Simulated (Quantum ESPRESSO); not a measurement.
BeS: dielectric tensor and Born charges under several settings

```xyz
2
Lattice="0.0000 2.4250 2.4250 2.4250 0.0000 2.4250 2.4250 2.4250 0.0000" Properties=species:S:1:pos:R:3 pbc="T T T"
S     3.6375    3.6375    3.6375
Be    0.0000    0.0000    0.0000
```

All runs used Quantum ESPRESSO 7.5; k mesh 6 × 6 × 6, shifted; given cell; no spin polarisation; cutoff 612 eV; occupations smeared at first, fixed for the response.

```csv
level,potentials,pressure (GPa),ε∞ (diagonal),Born charge of atom 1 (e)
LDA,GBRV 1.5 LDA,-3.2,5.38,-1.58
PBE,GBRV 1.5 PBE,1.6,5.27,-1.60
PBEsol,GBRV 1.5 PBEsol,?,?,?
WC,GBRV 1.5 PBE,-0.1,5.37,-1.60
BLYP,GBRV 1.5 PBE,5.0,5.11,-1.61
AM05,GBRV 1.5 PBE,0.1,5.35,-1.60
```

Problem. What stands in the row left open?

Solution. Pressure -0.7 GPa; ε∞ 5.37; Born charge of atom 1 -1.59 e.

Caveats: the potentials were made for another functional, which shifts forces and pressure (some runs); the cell is more than 3 GPa from zero pressure, which shifts response properties (some runs).
